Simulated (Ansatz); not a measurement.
## Levels at Γ against strain in SnS₂

```xyz
3
Lattice="3.5983 0.0000 0.0000 -1.7992 3.1162 0.0000 0.0000 0.0000 5.4940" Properties=species:S:1:pos:R:3 pbc="T T T"
Sn    0.0000    0.0000    0.0000
S     1.7992    1.0387    1.4499
S     0.0000    2.0775    4.0441
```

Atoms are numbered in the order listed.

The cell comes from COD entry 7038081, which wasn't checked; take it as a given geometry.

Spin–orbit coupling is left out, though it moves levels of the heavy atoms by tenths of an eV or more.

All numbers below come from DFT, PBEsol, all-electron LAPW, scalar-relativistic (Ansatz 0.2.0).

Sampling and basis: a Γ-centred 10×10×6 k mesh, Fermi–Dirac smearing of 0.01 eV, basis error target 1 meV/atom, no spin polarisation.

The strain is applied along the Cartesian axes of the cell as listed (the other components stay zero). Fractional coordinates are held (clamped ions).

Only quantities that a quadratic follows smoothly over the whole series are listed; rougher ones are left out.

```csv
εxx = εyy,direct gap at Γ (eV)
-0.0300,2.439
-0.0200,2.180
-0.0100,1.933
0.0000,1.697
0.0100,1.472
0.0300,1.058
```

Question: Fit the series and give the slopes at zero strain.

Answer: Least-squares fits y = p0 + p1 x + p2 x² to the rows give direct gap at Γ (eV): p1 = -23, p2 = 57.

Question: One run, at εxx = εyy = 0.0200, is withheld. Predict its row.

Answer: The fits give 1.259; the run gave 1.259.
